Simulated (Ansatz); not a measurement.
The system is Ge.

```
Ge
1.0
     0.00000    2.82891    2.82891
     2.82891    0.00000    2.82891
     2.82891    2.82891    0.00000
Ge
2
Cartesian
  4.2434 4.2434 4.2434
  2.8289 2.8289 2.8289
```

Base run:

| Quantity | Value |
| --- | --- |
| Program | Ansatz 0.2.0 |
| Functional | PBE0 |
| Potentials or basis | Ansatz PAW |
| Cutoff | 420 eV (not typed: the program's choice for these potentials) |
| k mesh | 6 × 6 × 6 |
| Occupations | fermi-dirac, width 0.05 eV |
| Spin | no spin polarisation |

Its results: band gap on the k mesh 1.40 eV, indirect (least direct gap 1.44 eV); pressure 0.8 GPa.

Question: The run is repeated on the same cell with these changes: functional from PBE0 to HSE06. What comes out?

Answer: Band gap on the k mesh 0.81 eV, indirect (least direct gap 0.87 eV); pressure 1.0 GPa.

Caveats: the PAW data sets come from PBE, with cores solved anew for the run's functional, which leaves a small shift of forces and pressure; the thresholds are loose for stress.
